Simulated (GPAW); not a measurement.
Input of a GPAW 26.7.0 run:

run.py

```python
from ase.dft.bandgap import bandgap
from ase.io import read, write
from ase.units import GPa
from gpaw import GPAW, PW

atoms = read('BeTe.xyz')

calc = GPAW(mode=PW(800),
            xc='MGGA_X_SCAN+MGGA_C_SCAN',
            kpts={'size': (8, 8, 8), 'gamma': True},
            occupations={'name': 'fermi-dirac', 'width': 0.05},
            nbands=11,
            convergence={'density': 1e-05, 'energy': 1e-05},
            maxiter=150,
            txt='gpaw.txt')
atoms.calc = calc
energy = atoms.get_potential_energy()
forces = atoms.get_forces()
stress = atoms.get_stress()
calc.write('gs.gpw')
write('result.traj', atoms)
print(f'Energy: {energy:.6f} eV')
print('Forces (eV/A):')
print(forces.round(4))
print('Stress (GPa):', (stress / GPa).round(3))
print('Fermi level:', round(calc.get_fermi_level(), 4), 'eV')
print(f'Gap: {bandgap(calc)[0]:.4f} eV, direct: {bandgap(calc, direct=True)[0]:.4f} eV')
```

File BeTe.xyz:

```xyz
2
Lattice="1.7870000000 -4.7974500000 0.0000000000 1.7870000000 4.7974500000 0.0000000000 0.0000000000 0.0000000000 3.5691500000" Properties=species:S:1:pos:R:3 pbc="T T T"
Be     1.7870000000      0.0000000000      1.7845750000
Te     0.0000000000      0.0000000000      0.0000000000
```

Potentials or basis: GPAW PAW data sets (gpaw-data 1.2.1), pw.

The run is started by

```bash
$ OMP_NUM_THREADS=1 python run.py
```

What does it give for the pressure?

-0.5 GPa.

Predict the band gap on the k mesh.

none (metal or under the smearing width).

Stress tensor (GPa, compression positive):
```
-0.52  0.00  0.00
 0.00 -0.58  0.00
 0.00  0.00 -0.46
```

Caveat: the PAW data sets were made with another functional, which shifts forces and pressure a little. The run has no spin-orbit coupling, so splittings on Te are missing.
